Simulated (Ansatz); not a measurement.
Reaction (ligand exchange at the Al–C bond): `C/C=[C](\N)[AlH2]` + `CCCS` → `CCC[S][AlH2]` + `C/C=C/N`

Gas-phase electronic energies from Ansatz, PBE0-D4/def2-TZVP geometries. CBS: MP2 limit from def2 TZ/QZ plus the TZ coupled-cluster correction, frozen cores. Double bonds are as drawn, so ΔE can hold a change between cis and trans. Each species was taken in one conformer, which may not be the lowest.

`C/C=[C](\N)[AlH2]`:

```xyz
13

C     0.530   -0.177    1.867
C     0.425   -0.579    0.431
C    -0.248    0.127   -0.506
N    -0.947    1.278   -0.185
Al   -0.185   -0.660   -2.274
H     0.963    0.826    1.978
H    -0.455   -0.149    2.348
H     1.156   -0.864    2.436
H     0.908   -1.502    0.127
H    -1.169    1.906   -0.938
H    -0.700    1.755    0.669
H    -0.835    0.090   -3.519
H     0.555   -2.052   -2.435
```

`CCCS`:

```xyz
12

C     0.100    1.247   -0.512
C     0.684   -0.151   -0.434
C     0.085   -1.009    0.668
S    -1.666   -1.433    0.455
H     0.205    1.773    0.442
H    -0.961    1.219   -0.768
H     0.606    1.842   -1.275
H     1.764   -0.087   -0.254
H     0.555   -0.663   -1.393
H     0.586   -1.978    0.709
H     0.217   -0.542    1.647
H    -2.175   -0.219    0.714
```

`CCC[S][AlH2]`:

Cartesian coordinates in Å:
```
C 1.188 -1.538 0.904
C 0.573 -0.743 -0.236
C 0.495 0.737 0.084
S -0.125 1.741 -1.314
Al -2.267 1.675 -0.983
H 0.606 -1.429 1.823
H 1.233 -2.602 0.663
H 2.208 -1.203 1.115
H 1.153 -0.882 -1.154
H -0.435 -1.114 -0.450
H 1.488 1.133 0.309
H -0.130 0.910 0.962
H -3.201 2.400 -2.031
H -2.786 0.915 0.308
```

`C/C=C/N`:

```xyz
11

C    -0.069    0.411   -1.664
C    -0.427    0.224   -0.229
C     0.362   -0.375    0.661
N     0.047   -0.674    1.980
H    -0.090    1.468   -1.954
H     0.933    0.030   -1.872
H    -0.766   -0.110   -2.330
H    -1.403    0.585    0.093
H     1.338   -0.743    0.352
H    -0.751   -0.176    2.345
H     0.826   -0.640    2.618
```

| species | CCSD(T)/CBS(def2) energy (Eh) |
| --- | --- |
| `C/C=[C](\N)[AlH2]` | -415.65513 |
| `CCCS` | -516.75202 |
| `CCC[S][AlH2]` | -759.39600 |
| `C/C=C/N` | -173.05160 |

Work out ΔE.

ΔE = (-759.39600) + (-173.05160) − (-415.65513) − (-516.75202) = -0.04045 Eh = -25.4 kcal/mol.

Largest T1 diagnostic among the species: 0.011.

In def2-TZVPP, CCSD(T) changes the Hartree–Fock value by +2.8 kcal/mol (the triples alone add +0.4 kcal/mol) and MP2 by +2.7 kcal/mol. The D4 term adds +0.8 kcal/mol with B3LYP and +0.4 kcal/mol with PBE0; it sums over pairs of atoms, weighted by their polarisabilities, and B3LYP, whose exchange is more repulsive, gets the larger term.

B3LYP here is the variant with VWN-RPA as its local correlation; programs differ in this.
